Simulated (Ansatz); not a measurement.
# Al under changes of volume

One of the cells (16.603 Å³/atom); the others are scaled copies at fixed shape and fractional positions:

```
Al
1.0
     0.00000    2.02481    2.02481
     2.02481    0.00000    2.02481
     2.02481    2.02481    0.00000
Al
1
Direct
  0.00000 0.00000 0.00000
```

| Quantity | Value |
| --- | --- |
| Program | Ansatz 0.2.0 |
| Functional | LDA |
| Potentials or basis | Ansatz PAW |
| Cutoff | 420 eV (not typed: the program's choice for these potentials) |
| k mesh | 11 × 11 × 11 |
| Occupations | fermi-dirac, width 0.05 eV |
| Spin | no spin polarisation |

| volume (Å³/atom) | energy over the lowest point (meV/atom) | pressure (GPa) |
| --- | --- | --- |
| 15.607 | 0.62 | 1.2 |
| 15.939 | 0.00 | -0.6 |
| 16.271 | 2.94 | -2.2 |
| 16.603 | 9.06 | -3.7 |
| 16.935 | ? | ? |
| 17.267 | 29.51 | -6.1 |
| 17.599 | 43.22 | -7.1 |

Problem. What does the run at 16.935 Å³/atom give?

Solution. Energy over the lowest point 18.03 meV/atom; pressure -4.9 GPa.

Worked out: A Birch-Murnaghan fit of order 3 (a polynomial in V^(-2/3)) to the other rows has its minimum at 15.83 Å³/atom with B0 = V·E''(V) = 85 GPa and B' = 4.6. It gives 18.03 meV/atom at 16.935 Å³/atom, against the run's 18.03, and -dE/dV = -5.0 GPa, against -4.9.

Energies are extrapolated to zero smearing.

Caveats: the PAW data sets come from PBE, with cores solved anew for the run's functional, which leaves a small shift of forces and pressure.
